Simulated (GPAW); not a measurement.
# PbSe (Clausthalite) (Fm-3m) in GPAW: convergence with k mesh

Aim: find how far k mesh must go before the results for PbSe (Clausthalite) settle, at PBE. This setting moves, with any that are tied to it; all else stays.

All numbers are computed with GPAW 26.7.0; they aren't measurements. Logs are shortened: lines on timing, memory, paths and dates and some standing lists are left out, and cuts for length are marked. The log counts tension as positive stress, the text compression.

### Step 1. Starting point

The structure is cubic, space group Fm-3m (No. 225). The conventional cell has a = 6.121 Å, b = 6.121 Å, c = 6.121 Å, α = 90.00°, β = 90.00°, γ = 90.00°. Pb (site symmetry m-3m) is surrounded by 6 Se at 3.06 Å. Around Se (site symmetry m-3m) lie 6 Pb at 3.06 Å.

### Step 2. With k mesh 2 × 2 × 2

The input, run.py:

```python
from ase.dft.bandgap import bandgap
from ase.io import read, write
from ase.units import GPa
from gpaw import GPAW, PW

atoms = read('PbSe.xyz')

calc = GPAW(mode=PW(600),
            xc='PBE',
            kpts={'size': (2, 2, 2), 'gamma': True},
            occupations={'name': 'fermi-dirac', 'width': 0.05},
            nbands=19,
            convergence={'density': 1e-05, 'energy': 1e-05},
            maxiter=100,
            txt='gpaw.txt')
atoms.calc = calc
energy = atoms.get_potential_energy()
forces = atoms.get_forces()
stress = atoms.get_stress()
calc.write('gs.gpw')
write('result.traj', atoms)
print(f'Energy: {energy:.6f} eV')
print('Forces (eV/A):')
print(forces.round(4))
print('Stress (GPa):', (stress / GPa).round(3))
print('Fermi level:', round(calc.get_fermi_level(), 4), 'eV')
print(f'Gap: {bandgap(calc)[0]:.4f} eV, direct: {bandgap(calc, direct=True)[0]:.4f} eV')
```

The input, PbSe.xyz:

```xyz
2
Lattice="0.0000000000 3.0606500000 3.0606500000 3.0606500000 0.0000000000 3.0606500000 3.0606500000 3.0606500000 0.0000000000" Properties=species:S:1:pos:R:3 pbc="T T T"
Pb     0.0000000000      0.0000000000      0.0000000000
Se     3.0606500000      3.0606500000      3.0606500000
```

Potentials or basis: GPAW PAW data sets (gpaw-data 1.2.1), pw.

The run is started by

```
$ OMP_NUM_THREADS=1 python run.py
```

gpaw.txt:

```text
__  _  _
 | _ |_)|_||  |
 |__||  | ||/\| - 26.7.0

Input parameters:
  mode=PW(ecut=600.0),
  convergence={'density': 1e-05, 'energy': 1e-05},
  kpts=MonkhorstPack(size=(2, 2, 2), gamma=True),
  maxiter=100,
  nbands=19,
  occupations=Occupations(name='fermi-dirac', width=0.05),
  xc=XC(name='PBE')

Diagonalizing LCAO Hamiltonian
Converting LCAO to pw mode

                Se

       Pb

Atoms  # Å, Bohr magnetons
|   | symbol |        x |        y |        z |    initial magnetic moments |
|---|--------|----------|----------|----------|-----------------------------|
| 0 |     Pb | 0.000000 | 0.000000 | 0.000000 | ( 0.0000,  0.0000,  0.0000) |
| 1 |     Se | 3.060650 | 3.060650 | 3.060650 | ( 0.0000,  0.0000,  0.0000) |

Unit cell  # Å
| periodic |        x |        y |        z |  lengths |    angles |
|----------|----------|----------|----------|----------|-----------|
|      yes | 0.000000 | 3.060650 | 3.060650 | 4.328413 | 60.000000 |
|      yes | 3.060650 | 0.000000 | 3.060650 | 4.328413 | 60.000000 |
|      yes | 3.060650 | 3.060650 | 0.000000 | 4.328413 | 60.000000 |

Number of symmetries: 48
Symmetry operations  # r_c * U_cc + t_c -> r_c
|    | kind |            matrix            |
|----|------|------------------------------|
|  0 |  σ   |  1, 0, 0,  1, 0,-1,  1,-1, 0 |
|  1 |  C2  |  1, 0, 0,  1,-1, 0,  1, 0,-1 |
|  2 |  E   |  1, 0, 0,  0, 1, 0,  0, 0, 1 |
|  3 |  σ   |  1, 0, 0,  0, 0, 1,  0, 1, 0 |
|  4 |  C4  |  1, 0,-1,  1, 0, 0,  1,-1, 0 |
|  5 |  S6  |  1, 0,-1,  1,-1, 0,  1, 0, 0 |
|  6 |  σ   |  1, 0,-1,  0, 1,-1,  0, 0,-1 |
|  7 |  C3  |  1, 0,-1,  0, 0,-1,  0, 1,-1 |
|  8 |  S6  |  1,-1, 0,  1, 0, 0,  1, 0,-1 |
|  9 |  C4  |  1,-1, 0,  1, 0,-1,  1, 0, 0 |
| 10 |  C3  |  1,-1, 0,  0,-1, 1,  0,-1, 0 |
| 11 |  σ   |  1,-1, 0,  0,-1, 0,  0,-1, 1 |
| 12 |  σ   |  0, 1, 0,  1, 0, 0,  0, 0, 1 |
| 13 |  C4  |  0, 1, 0,  0, 1,-1, -1, 1, 0 |
| 14 |  C3  |  0, 1, 0,  0, 0, 1,  1, 0, 0 |
| 15 |  S6  |  0, 1, 0, -1, 1, 0,  0, 1,-1 |
| 16 |  C2  |  0, 1,-1,  1, 0,-1,  0, 0,-1 |
| 17 |  σ   |  0, 1,-1,  0, 1, 0, -1, 1, 0 |
| 18 |  S4  |  0, 1,-1,  0, 0,-1,  1, 0,-1 |
| 19 |  C4  |  0, 1,-1, -1, 1, 0,  0, 1, 0 |
| 20 |  C3  |  0, 0, 1,  1, 0, 0,  0, 1, 0 |
| 21 |  σ   |  0, 0, 1,  0, 1, 0,  1, 0, 0 |
| 22 |  S6  |  0, 0, 1,  0,-1, 1, -1, 0, 1 |
| 23 |  C4  |  0, 0, 1, -1, 0, 1,  0,-1, 1 |
| 24 |  S4  |  0, 0,-1,  1, 0,-1,  0, 1,-1 |
| 25 |  C3  |  0, 0,-1,  0, 1,-1,  1, 0,-1 |
| 26 |  C2  |  0, 0,-1,  0,-1, 0, -1, 0, 0 |
| 27 |  S6  |  0, 0,-1, -1, 0, 0,  0,-1, 0 |
| 28 |  S4  |  0,-1, 1,  1,-1, 0,  0,-1, 0 |
| 29 |  C4  |  0,-1, 1,  0, 0, 1, -1, 0, 1 |
| 30 |  C2  |  0,-1, 1,  0,-1, 0,  1,-1, 0 |
| 31 |  σ   |  0,-1, 1, -1, 0, 1,  0, 0, 1 |
| 32 |  C3  |  0,-1, 0,  1,-1, 0,  0,-1, 1 |
| 33 |  S6  |  0,-1, 0,  0, 0,-1, -1, 0, 0 |
| 34 |  S4  |  0,-1, 0,  0,-1, 1,  1,-1, 0 |
| 35 |  C2  |  0,-1, 0, -1, 0, 0,  0, 0,-1 |
| 36 |  C2  | -1, 1, 0,  0, 1, 0,  0, 1,-1 |
| 37 |  S6  | -1, 1, 0,  0, 1,-1,  0, 1, 0 |
| 38 |  S4  | -1, 1, 0, -1, 0, 1, -1, 0, 0 |
| 39 |  C3  | -1, 1, 0, -1, 0, 0, -1, 0, 1 |
| 40 |  S6  | -1, 0, 1,  0, 0, 1,  0,-1, 1 |
| 41 |  C2  | -1, 0, 1,  0,-1, 1,  0, 0, 1 |
| 42 |  C3  | -1, 0, 1, -1, 1, 0, -1, 0, 0 |
| 43 |  S4  | -1, 0, 1, -1, 0, 0, -1, 1, 0 |
| 44 |  C2  | -1, 0, 0,  0, 0,-1,  0,-1, 0 |
| 45 |  i   | -1, 0, 0,  0,-1, 0,  0, 0,-1 |
| 46 |  σ   | -1, 0, 0, -1, 1, 0, -1, 0, 1 |
| 47 |  C2  | -1, 0, 0, -1, 0, 1, -1, 1, 0 |

BZ-sampling:
  Number of BZ points: 8
  Number of IBZ points: 3

  Monkhorst-Pack size: [2, 2, 2]
  Monkhorst-Pack shift: [0.25, 0.25, 0.25]

K-points  # in reciprocal-cell coordinates
|   |                                coordinates |     weight |
|---|--------------------------------------------|------------|
| 0 | (  0.00000000,   0.00000000,   0.00000000) | 0.12500000 |
| 1 | (  0.50000000,   0.50000000,   0.00000000) | 0.37500000 |
| 2 | (  0.50000000,   0.50000000,   0.50000000) | 0.50000000 |

Plane wave coefficients: 1924
Cutoff: 600.0 eV

Spin-components: 1 (collinear spins)
Bands:           19
Projectors:      11
Spin-degeneracy: 2
Datatype:        complex128

Parallelization:
  kpt:    1
  domain: 1
  band:   1

Density:
  Valence electrons: 20.0
  Components: 1
  Grid points: [25 25 25]
  Charge: 0.0  # |e|

Potential:
  Grid points: [25 25 25]

species:
  Pb:
    name:    Lead
    Z:       82.0
    valence: 14
    core:    68
    charge:  0.0  # [|e|]
    compensation charges:
      type: gauss
      rc: 0.38  # [Å]
      lmax: 2
    cutoffs:
      filter: 2.36  # [Å]
      core: 2.43  # [Å]
    projectors
    | kind |    occ | energy [eV] | rcut [Å] |
    |------|--------|-------------|----------|
    |   6s |  2.000 |     -11.969 |    1.259 |
    |   6p |  2.000 |      -3.506 |    1.275 |
    |   5d | 10.000 |     -21.211 |    1.217 |
    |    s |        |      15.243 |    1.259 |
    |    p |        |      23.705 |    1.275 |
    |    d |        |       6.001 |    1.217 |

    Using partial waves for Pb as LCAO basis

  Se:
    name:    Selenium
    Z:       34.0
    valence: 6
    core:    28
    charge:  0.0  # [|e|]
    compensation charges:
      type: gauss
      rc: 0.27  # [Å]
      lmax: 2
    cutoffs:
      filter: 1.77  # [Å]
      core: 2.67  # [Å]
    projectors
    | kind |    occ | energy [eV] | rcut [Å] |
    |------|--------|-------------|----------|
    |   4s |  2.000 |     -17.277 |    0.847 |
    |   4p |  4.000 |      -6.512 |    1.005 |
    |    s |        |       9.935 |    0.847 |
    |    p |        |      20.699 |    1.005 |
    |    d |        |       0.000 |    0.847 |

    Using partial waves for Se as LCAO basis

Reference energy: -633377.995495  # eV

eigensolver:
  PPCG
  Converge bands: occupied
  niter=2

density mixing:
  MSR1-Mixer
  Pratt-step length: 0.05
  Maximum mixing coefficient: 0.75
  Old densities: 10
  SVD Regularization: 0.005
  Good broyden scale: 1.0
  Trust region scale: 1.0
  Backstep threshold: 4.0
  History deletion threshold: 6.0
  Fourier metric: weight=20.0, sigma=0.015

occupation numbers:
  Fermi-Dirac:
    width: 0.0500  # eV

poisson solver:
  ecut: 4800.0  # eV

xc functional:
  name: PBE with 2 nearest neighbor stencil

convergence criteria:
- Maximum integral of absolute [dens]ity change: 1e-05 electrons / valence electron
- Maximum [total energy] change in last 3 cyles: 1e-05 eV / valence electron
- Maximum integral of absolute [eigenst]ate change: 4e-08 eV^2 / valence electron
maximum number of iterations: 100

SCF iterations
|iter     | |      energy | eigst |  dens |
|---------|-|-------------|-------|-------|
|iter:   1| |   -7.482602 | -0.13 |       |
|iter:   2| |   -7.342016 | -2.09 | -1.08 |
|iter:   3| |   -6.849716 | -1.37 | -1.12 |
|iter:   4| |   -6.850473 | -3.35 | -1.87 |
|iter:   5| |   -6.849265 | -3.96 | -2.11 |
|iter:   6| |   -6.849771 | -5.07 | -2.65 |
|iter:   7| |   -6.849777 | -5.82 | -3.40 |
|iter:   8| |   -6.849787c| -7.02 | -4.06 |
|iter:   9| |   -6.849774c| -7.71c| -4.38 |
|iter:  10| |   -6.849777c| -8.21c| -5.04c|

Converged in 10 steps
Energy contributions relative to reference atoms: (reference = -633377.995495)

Energy contributions:
  Kinetic:          27.717507
  Coulomb:         -25.477859
  Zero:             -0.099167
  External:          0.000000
  Xc:               -8.959735
  Entropy:          -0.061046
  Spinorbit:         0.000000
  ----------------------------
  Free energy:      -6.880300
  Extrapolated:     -6.849777

dipole moment: (-25.829985, -25.829985, -25.829985)  # |e|*Ang

Fermi level: 6.348
Eigenvalues  # (at kpt = [0.000, 0.000, 0.000])
| band index |      eig [eV] | occ [0-2] |
|------------|---------------|-----------|
|          0 |       -10.988 |     2.000 |
|        ... |               |           |
|          2 |       -10.988 |     2.000 |
|          3 |       -10.984 |     2.000 |
|          4 |       -10.984 |     2.000 |
|          5 |        -7.220 |     2.000 |
|          6 |        -0.113 |     2.000 |
|          7 |         4.464 |     2.000 |
|          8 |         4.464 |     2.000 |
|          9 |         4.464 |     2.000 |
|         10 |        10.741 |     0.000 |
|         11 |        10.741 |     0.000 |
|         12 |        10.741 |     0.000 |
|         13 |        12.674 |     0.000 |
|         14 |        12.674 |     0.000 |
|         15 |        12.674 |     0.000 |
|         16 |        14.277 |     0.000 |
|         17 |        14.505 |     0.000 |
|         18 |        15.187 |     0.000 |

Gap: 0.085 eV
Transition (v -> c):
  (s=0, k=2, n=9, [0.50, 0.50, 0.50]) -> (s=0, k=2, n=10, [0.50, 0.50, 0.50])
No difference between direct/indirect transitions

Forces  # eV/Ang
|       x |       y |       z |
|---------|---------|---------|
| 0.00000 | 0.00000 | 0.00000 |  # Pb   0
| 0.00000 | 0.00000 | 0.00000 |  # Se   1

Stress tensor  # eV/Ang^3
|         x |         y |         z |
|-----------|-----------|-----------|
| -0.049012 |  0.000000 |  0.000000 |
|  0.000000 | -0.049012 |  0.000000 |
|  0.000000 |  0.000000 | -0.049012 |

# Writing to gs.gpw (mode='')
```

It took 4.4 s on 1 thread of Arm Neoverse V1, shared host; peak memory 0.14 GiB.

What came out:

- Free energy: -6.8803 eV
- Pressure: 7.9 GPa
- Band gap on the k mesh: 0.08 eV, direct

### Step 3. With k mesh 3 × 3 × 3

Edit run.py of step 2 so:

```diff
@@ -9,3 +9,3 @@
             xc='PBE',
-            kpts={'size': (2, 2, 2), 'gamma': True},
+            kpts={'size': (3, 3, 3), 'gamma': True},
             occupations={'name': 'fermi-dirac', 'width': 0.05},
```

PbSe.xyz is that of step 2.

Potentials or basis: GPAW PAW data sets (gpaw-data 1.2.1), pw.

The run is started by

```
$ OMP_NUM_THREADS=1 python run.py
```

It took 4.7 s on 1 thread of Arm Neoverse V1, shared host; peak memory 0.14 GiB.

What came out:

* Free energy: -8.5196 eV
* Pressure: 1.3 GPa

### Step 4. With k mesh 4 × 4 × 4

Edit run.py of step 3 so:

```diff
@@ -9,3 +9,3 @@
             xc='PBE',
-            kpts={'size': (3, 3, 3), 'gamma': True},
+            kpts={'size': (4, 4, 4), 'gamma': True},
             occupations={'name': 'fermi-dirac', 'width': 0.05},
```

PbSe.xyz is that of step 3.

The run is started by

```
$ OMP_NUM_THREADS=1 python run.py
```

It took 6.6 s on 1 thread of Arm Neoverse V1, shared host; peak memory 0.15 GiB.

Results (log left out):

* Free energy: -8.3902 eV
* Pressure: 2.1 GPa
* Band gap on the k mesh: 0.24 eV, direct

### Step 5. With k mesh 5 × 5 × 5

Edit run.py of step 4 so:

```diff
@@ -9,3 +9,3 @@
             xc='PBE',
-            kpts={'size': (4, 4, 4), 'gamma': True},
+            kpts={'size': (5, 5, 5), 'gamma': True},
             occupations={'name': 'fermi-dirac', 'width': 0.05},
```

PbSe.xyz is that of step 4.

The run is started by

```
$ OMP_NUM_THREADS=1 python run.py
```

It took 7.5 s on 1 thread of Arm Neoverse V1, shared host; peak memory 0.15 GiB.

Results (log left out):

```
Free energy : -8.4121 eV
Pressure    : 2.0 GPa
```

### Step 6. With k mesh 6 × 6 × 6

Edit run.py of step 5 so:

```diff
@@ -9,3 +9,3 @@
             xc='PBE',
-            kpts={'size': (5, 5, 5), 'gamma': True},
+            kpts={'size': (6, 6, 6), 'gamma': True},
             occupations={'name': 'fermi-dirac', 'width': 0.05},
```

PbSe.xyz is that of step 5.

Potentials or basis: GPAW PAW data sets (gpaw-data 1.2.1), pw.

The run is started by

```
$ OMP_NUM_THREADS=1 python run.py
```

Run time: 11 s. Hardware: 1 thread of Arm Neoverse V1, shared host; peak memory 0.15 GiB.

The run converged. Its results:

```yaml
Free_energy: -8.4029 eV
Pressure: 2.2 GPa
Band_gap_on_the_k_mesh: 0.24 eV, direct
```

### Step 7. With k mesh 7 × 7 × 7

Edit run.py of step 6 so:

```diff
@@ -9,3 +9,3 @@
             xc='PBE',
-            kpts={'size': (6, 6, 6), 'gamma': True},
+            kpts={'size': (7, 7, 7), 'gamma': True},
             occupations={'name': 'fermi-dirac', 'width': 0.05},
```

PbSe.xyz is that of step 6.

The run is started by

```
$ OMP_NUM_THREADS=1 python run.py
```

Wall time 13 s (1 thread of Arm Neoverse V1, shared host); peak memory 0.16 GiB.

The run converged. Its results:

- Free energy: -8.4016 eV
- Pressure: 2.2 GPa

### Step 8. With k mesh 8 × 8 × 8

Edit run.py of step 7 so:

```diff
@@ -9,3 +9,3 @@
             xc='PBE',
-            kpts={'size': (7, 7, 7), 'gamma': True},
+            kpts={'size': (8, 8, 8), 'gamma': True},
             occupations={'name': 'fermi-dirac', 'width': 0.05},
```

PbSe.xyz is that of step 7.

The run is started by

```
$ OMP_NUM_THREADS=1 python run.py
```

It took 17 s on 1 thread of Arm Neoverse V1, shared host; peak memory 0.17 GiB.

Results (log left out):

```yaml
Free_energy: -8.3997 eV
Pressure: 2.2 GPa
Band_gap_on_the_k_mesh: 0.24 eV, direct
```

### Step 9. With k mesh 10 × 10 × 10

Edit run.py of step 8 so:

```diff
@@ -9,3 +9,3 @@
             xc='PBE',
-            kpts={'size': (8, 8, 8), 'gamma': True},
+            kpts={'size': (10, 10, 10), 'gamma': True},
             occupations={'name': 'fermi-dirac', 'width': 0.05},
```

PbSe.xyz is that of step 8.

Potentials or basis: GPAW PAW data sets (gpaw-data 1.2.1), pw.

The run is started by

```
$ OMP_NUM_THREADS=1 python run.py
```

Wall time 27 s (1 thread of Arm Neoverse V1, shared host); peak memory 0.19 GiB.

Results (log left out):

```
Free energy            : -8.3989 eV
Pressure               : 2.2 GPa
Band gap on the k mesh : 0.24 eV, direct
```

### Step 10. The series at a glance

| k mesh | energy less the tightest run, at zero smearing (meV/atom) | pressure (GPa) | SCF cycles | CPU time (s) | peak memory (GiB) |
| --- | --- | --- | --- | --- | --- |
| 2 × 2 × 2 | 774.48 | 7.85 | 10 | 4.4 | 0.14 |
| 3 × 3 × 3 | -60.41 | 1.25 | 9 | 4.7 | 0.14 |
| 4 × 4 × 4 | 5.16 | 2.14 | 9 | 6.6 | 0.15 |
| 5 × 5 × 5 | -6.66 | 2.05 | 9 | 7.5 | 0.15 |
| 6 × 6 × 6 | -1.84 | 2.15 | 9 | 11 | 0.15 |
| 7 × 7 × 7 | -1.42 | 2.17 | 9 | 13 | 0.16 |
| 8 × 8 × 8 | -0.39 | 2.21 | 9 | 17 | 0.17 |
| 10 × 10 × 10 | 0.00 | 2.23 | 9 | 27 | 0.19 |

Against the tightest run, the energy stays within 1 meV/atom from 8 × 8 × 8 on; the pressure stays within 0.1 GPa from 6 × 6 × 6 on. Meshes of other sizes hit other points, so gaps and Fermi surfaces needn't settle smoothly. The tightest run that finished is the yardstick and may itself not be fully converged.

Caveats: spin-orbit coupling is left out, which as a rule narrows the gap of such compounds by several tenths of an eV.
